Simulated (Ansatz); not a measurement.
## CaO: settings compared (Ansatz)

Input:

```yaml
crystal:
  lattice:
    - [0.0, 2.507576, 2.507576]
    - [2.507576, 0.0, 2.507576]
    - [2.507576, 2.507576, 0.0]
  atoms:
    - { symbol: Ca, position: [0.0, 0.0, 0.0] }
    - { symbol: O, position: [0.5, 0.5, 0.5] }
  symmetry: { tolerance: 0.0003 }
kpoints:
  mp_grid: { grid: [6, 6, 6], shift: [0, 0, 0] }
magnetization:
  spin_polarized: false
scf:
  occupations: { method: fermi_dirac }
hamiltonian:
  pseudopotentials: { kind: paw }
  xc: pbesol
basis:
  ecutwfc: 420
output:
  forces: true
  stress: true
  eigenvalues: true
  write_density: true
  write_potential: true
  elf: true
  volumetric_format: npy
```

The command:

```bash
ansatz run input.yaml --threads 1 --pin off --max-ram 2560MiB --backend cpu --events-out ev --progress --plain --runs-dir out
```

Origin of the cell: a database entry, scaled a little.

The smearing width isn't typed, so it takes its default of 0.1 eV.

Output of this run (shortened):

```
SCF iter   1: F=—  HF=-2357.917711 eV  Δρ=1.30e-2  dr2=4.86e-2
SCF iter   2: F=—  HF=-2357.904529 eV  Δρ=2.35e-3  dr2=2.00e-3
SCF iter   3: F=—  HF=-2357.904204 eV  Δρ=6.33e-4  dr2=4.40e-5
SCF iter   4: F=—  HF=-2357.904220 eV  Δρ=1.90e-4  dr2=1.28e-5
SCF iter   5: F=—  HF=-2357.904218 eV  Δρ=3.38e-5  dr2=3.40e-7
SCF iter   6: F=-2357.904218 eV  HF=-2357.904218 eV  Δρ=5.50e-6  dr2=8.45e-9
SCF 1 converged in 6 iterations: F = -2357.904218 eV  dr2 = 8.45e-9
SCF converged after 6 iterations
Free energy (F): -2357.904218 eV
Harris-Foulkes:  -2357.904218 eV  (|F-HF|=6.76e-9)
Internal energy: -2357.904218 eV  (E = F + TS)
E sigma→0 (E₀):  -2357.904218 eV
Fermi energy:    8.045692 eV
--- Per-component energies (eV) ---
  E_band       = -126.184869
  E_kinetic    = 450.621546
  E_local      = -955.992984  (includes V_loc(G=0)·N_el)
  E_nonlocal   = 112.339198
  E_hartree    = 315.529279
  E_xc         = -209.181977
  E_vxc        = -264.473820  (∫ρ·V_xc dr)
  E_paw        = -988.478876  (= ΣΔE_a)
  E_vpaw       = -99.738596  (= ΣTr[D̂ρ^β])
  E_aug_tail   = 0.002393  (compensation charges beyond the density's cutoff)
  E_ewald      = -1082.896879
  E_core_change = 0.154082  (= ΣΔE_core)
  E_smearing   = -0.000000  (= −TS)
  Σ components = -2357.904218   (vs F -2357.904218, Δ=0.00e0)
--- Forces (eV/Å), atoms counted from 1 ---
  atom   1  Ca    -0.000000     0.000000    -0.000000
  atom   2  O      0.000000    -0.000000     0.000000
  max |Σ_I F_I| component: 0.0 eV/Å
--- Stress (GPa, compression-positive) ---
      -12.597329      -0.000000       0.000000
        0.000000     -12.597329      -0.000000
        0.000000       0.000000     -12.597329
  P = ⅓ Tr σ = -12.5973 GPa (-125.973 kbar)
```

The same input was run again with these changes:

1. `scf.mixing.algorithm` default → anderson; `scf.mixing.beta` default → 0.2
2. `scf.eigensolver.kind` default → davidson; `kpoints.mp_grid.shift` [0, 0, 0] → [0.5, 0.5, 0.5]
3. `basis.ecutwfc` 420 → "200 eV"
4. `scf.lower_state_search` default → light; `kpoints.mp_grid.grid` [6, 6, 6] → [9, 9, 9]; `hamiltonian.xc` pbesol → pbe

| run | end | SCF iterations | P (GPa) | max force component (eV/Å) | moment (μB) | ΔE(σ→0) (meV/atom) |
| --- | --- | --- | --- | --- | --- | --- |
| base | converged | 6 | -12.60 | 0.000 | – | 0 |
| 1 | converged | 9 | -12.60 | 0.000 | – | 0.00 |
| 2 | converged | 6 | -12.60 | 0.000 | – | -0.03 |
| 3 | converged | 7 | -8.32 | 0.000 | – | 3978.63 |
| 4 | converged | 7 | -9.28 | 0.000 | – | – |

Energies are compared only where functional, datasets, charge and starting cell are the same.

Not properties of the system: run 3 (too coarse or loose: `basis.ecutwfc` = "200 eV").

Run 2: the k mesh keeps only part of the crystal's symmetry.
Run 3: the cutoff lies below the datasets' advice.

The base run took 0.87 s on 1 thread of Arm Neoverse V2, with other jobs on the host, peak memory 0.26 GiB, from the program's own first density.
